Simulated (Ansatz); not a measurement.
# Two structures of Y: comparison of enthalpies under pressure from a Python script

One table from this session's results is given with a row withheld; the runs are named, their logs left out.

Computed with Ansatz 0.2.0 through its Python package. Level of theory: DFT PBE, plane waves, PAW.

### The structure

Y Im-3m: The structure is cubic, space group Im-3m (No. 229). Conventional cell: a = 4.040 Å, b = 4.040 Å, c = 4.040 Å, α = 90.00°, β = 90.00°, γ = 90.00°. Y (site symmetry m-3m) has 8 Y at 3.50 Å as nearest neighbours.

Y Pm-3m: Symmetry: Pm-3m, No. 221, cubic system. Conventional cell: a = 3.310 Å, b = 3.310 Å, c = 3.310 Å, α = 90.00°, β = 90.00°, γ = 90.00°. Y (site symmetry m-3m) is surrounded by 6 Y at 3.31 Å.

No structure file is read: the coordinates are typed or built in the script.

The first run:

The input, y.py:

```python
"""Pressure at which two phases of Y cross."""

import csv
import warnings

import ansatz as az
import numpy as np


def bcc(first, a):
    return (
        az.Lattice.bcc(a)
        .space_group(229)
        .atom(first, (0, 0, 0))
        .primitive()
    )


def sc(A, a):
    return (
        az.Lattice.cubic(a)
        .space_group(221)
        .atom(A, (0, 0, 0))
    )


def solve(name, crystal, pressure=0.0):
    calc = (
        crystal.calculation()
        .functional("pbe")
        .basis(460)
        .kpoints(spacing=0.33)
        .occupations("cold", width=0.1)
    )
    calc = calc.relax(force_tolerance=0.02, cell=True, pressure=pressure)
    return calc.run(threads=1)


def volume_per_atom(outcome):
    return abs(np.linalg.det(outcome.lattice.cell_ang)) / len(outcome.lattice.sites)


def main() -> None:
    warnings.simplefilter("ignore", az.DeckWarning)

    phases = {}
    phases["bcc"] = bcc("Y", 4.04)
    phases["sc"] = sc("Y", 3.31)

    # H = E + PV, with 1 eV per cubic angstrom equal to 160.2 GPa
    pressures = [0, 15, 30, 45]
    enthalpy, volume = {name: [] for name in phases}, {name: [] for name in phases}
    for p in pressures:
        for name, crystal in phases.items():
            o = solve(name, crystal, pressure=p)
            volume[name].append(volume_per_atom(o))
            enthalpy[name].append(o.report["energy_sigma0_ev"] / len(o.lattice.sites) + p * volume[name][-1] / 160.21766)
    gap = np.array(enthalpy["sc"]) - np.array(enthalpy["bcc"])
    rows = [(p, va, vb, 1000 * d) for p, va, vb, d in zip(pressures, volume["bcc"], volume["sc"], gap)]
    with open("transition.csv", "w", newline="") as handle:
        writer = csv.writer(handle)
        writer.writerow(["P (GPa)", "V bcc (A^3/atom)", "V sc (A^3/atom)", "H(sc) - H(bcc) (meV/atom)"])
        writer.writerows([round(v, 4) if isinstance(v, float) else v for v in row] for row in rows)
    print(open("transition.csv").read())
    crossings = [p0 - g0 * (p1 - p0) / (g1 - g0) for p0, p1, g0, g1 in zip(pressures, pressures[1:], gap, gap[1:]) if g0 * g1 < 0]
    print("crossing near", [round(float(p), 1) for p in crossings], "GPa") if crossings else print("no crossing in this range")


if __name__ == "__main__":
    main()
```

Started as:

```
python y.py
```

One of the session's tables, all rows but one given; the rest of the session is left out.

Enthalpy H = E + pV of the second structure less the first:

```
pressure (GPa)  ΔH (meV/atom)
             0          657.7
            15              ?
            30          641.7
            45          601.9
```

**Question.** Estimate the row for pressure (GPa) = 15.

Worked estimate for «ΔH (meV/atom)». A straight line through the neighbours (0, 657.7) and (30, 641.7) gives 657.7 + (641.7 − 657.7) × (15 − 0) / (30 − 0) = 649.7; a parabola fitted to 3 rows on both sides gives 660.3.

As computed: ΔH (meV/atom): 685.1. In «ΔH (meV/atom)» the line misses by -35.4 and the parabola by -24.8. The values bend between the rows more than so simple an estimate can follow.

Limits of these values: Caveats:
- No spin polarisation was allowed.
- At a fixed pressure a relaxation lowers the enthalpy F + PV, while F alone can rise.
- For the metals among these cells the mesh is coarse, so their volumes and pressures are rough.
- Only these two structures are compared, at zero temperature and with their symmetry kept; either may be hypothetical, and another phase may be lower than both.
